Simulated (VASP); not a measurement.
H19NO8: single point with PBE+D3(BJ)

H19NO8:

```
O H N
1.0
     6.06594    0.00000    0.00000
     0.00000    6.06594    0.00000
     0.00000    0.00000    6.06594
O H N
8 19 1
Cartesian
  -0.2308 0.9414 -0.4613
  6.0419 4.0642 4.8193
  3.6318 2.8554 5.1942
  4.1102 1.8590 1.7887
  6.0837 3.9050 1.3527
  3.5247 5.5867 3.3762
  0.8093 -0.1728 2.9038
  1.0945 2.4386 3.1402
  0.7069 0.7149 -0.2350
  -0.6652 1.2864 0.3344
  6.4021 4.8274 4.3840
  6.4401 3.2413 4.4577
  4.2847 3.5974 5.3758
  4.2110 2.2063 4.7957
  4.8249 2.5658 1.7776
  3.5578 2.0002 1.0233
  6.1774 4.6761 1.9800
  6.2016 4.2088 0.4259
  3.8091 6.4012 3.0190
  4.2070 4.9795 3.6751
  1.7816 -0.1669 3.1856
  0.5999 0.6904 3.2558
  0.8486 2.9883 2.3159
  1.9802 2.7434 3.3519
  1.7553 5.7208 1.2567
  2.3240 4.7483 -0.0599
  3.2668 5.9133 0.4850
  2.2783 5.6457 0.3721
```

The cell was built by a generator and needn't be a form met in nature.

```
Program             : VASP 6.6.1
Task                : single point
Functional          : PBE
Dispersion          : D3(BJ)
Potentials or basis : VASP PAW PBE potentials, release 64 (O, H, N)
Cutoff              : 520 eV
k mesh              : 1 × 1 × 1
Occupations         : fermi-dirac, width 0.02 eV
Spin                : no spin polarisation
```

| Property | Result |
| --- | --- |
| Pressure | 3.1 GPa |
| Largest force | 2.804 eV/Å |
| Band gap on the k mesh | 4.04 eV, direct |
| Dispersion energy per atom | -0.043 eV |

Forces in eV/Å, atoms in the order of the input:
```
O    0.104 -0.029 -0.481
O   -1.146 -0.588  1.533
O   -0.307  1.430  0.577
O    1.448 -0.123  1.313
O   -0.349 -0.055  1.211
O   -1.943 -1.822  0.877
O    1.439 -0.828  0.554
O   -0.230  0.265 -0.506
H   -0.015 -0.078  0.125
H    0.065 -0.097  0.427
H    0.667  1.073 -0.993
H    0.209  0.036 -0.615
H   -0.532 -0.799 -0.332
H    0.523 -0.809 -0.380
H   -0.843 -0.234 -0.239
H   -0.582  0.567 -1.026
H   -0.017 -0.013 -0.577
H   -0.065 -0.128 -0.529
H    1.485  1.805 -0.950
H    0.501  0.177  0.056
H   -0.558 -0.857 -0.370
H   -0.827  1.465  0.049
H   -0.056 -0.493  0.298
H    0.932 -0.057  0.351
H    0.656 -0.549 -0.482
H   -0.490 -0.936 -0.040
H   -0.587  0.112  0.216
N    0.517  1.565 -0.064
```

Stress tensor (GPa, compression positive):
```
 0.98 -0.27 -0.99
-0.27  4.65 -0.20
-0.99 -0.20  3.59
```

Levels at points of the mesh, in eV from the valence-band top:
```tsv
k point	band 34	band 35	band 36	band 37	band 38	band 39
(0.00, 0.00, 0.00)	-1.21	-0.94	0.00	4.04	7.64	7.71
```

Wall time 36 s on 1 thread of Intel(R) Xeon(R) Platinum 8375C CPU @ 2.90GHz (Ice Lake), on a shared host, peak memory 0.31 GiB.
